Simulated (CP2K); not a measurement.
RbCl under changes of volume

One of the cells (35.094 Å³/atom); the others are scaled copies at fixed shape and fractional positions:

```
CELL_PARAMETERS angstrom
4.63014 0.00000 0.00000
2.31507 4.00981 0.00000
2.31507 1.33660 3.78049
ATOMIC_POSITIONS crystal
Rb 0.00000 0.00000 0.00000
Cl 0.50000 0.50000 0.50000
```

* Program: CP2K 2026.2
* Functional: LDA
* Potentials or basis: GTH_POTENTIALS Rb GTH-PADE-q9, Cl GTH-PADE-q7; TZVP-MOLOPT-PBE-GTH basis
* Density cutoff: 6123 eV
* k mesh: 7 × 7 × 7
* Occupations: fermi-dirac, width 0.0259 eV
* Spin: no spin polarisation

```csv
volume (Å³/atom),energy over the lowest point (meV/atom),pressure (GPa),gap on the mesh (eV)
32.989,0.00,-0.1,4.76
33.690,1.31,-0.5,4.69
34.392,4.35,-0.9,4.62
35.094,8.90,-1.2,4.56
35.796,14.78,-1.5,4.50
36.498,21.82,-1.7,4.44
37.200,?,?,?
```

Task: What does the run at 37.200 Å³/atom give?

Result: Energy over the lowest point 29.87 meV/atom; pressure -1.9 GPa; gap on the mesh 4.39 eV.

Worked out: A Birch-Murnaghan fit of order 3 (a polynomial in V^(-2/3)) to the other rows has its minimum at 32.86 Å³/atom, just outside them, with B0 = V·E''(V) = 22 GPa and B' = 5.1. It gives 29.88 meV/atom at 37.200 Å³/atom, against the run's 29.87, and -dE/dV = -1.9 GPa, against -1.9. A straight line through the other rows of the gap, of slope -3.15 eV per unit of ln V (its deformation potential), extrapolates to 4.38 eV, against the run's 4.39.

Energies are extrapolated to zero smearing.

Caveats: the basis of atomic orbitals isn't converged, which shifts pressures, moduli and gaps; an odd mesh through Γ misses points on the zone boundary, where band edges often lie (some runs). Spin-orbit coupling on Rb is left out.
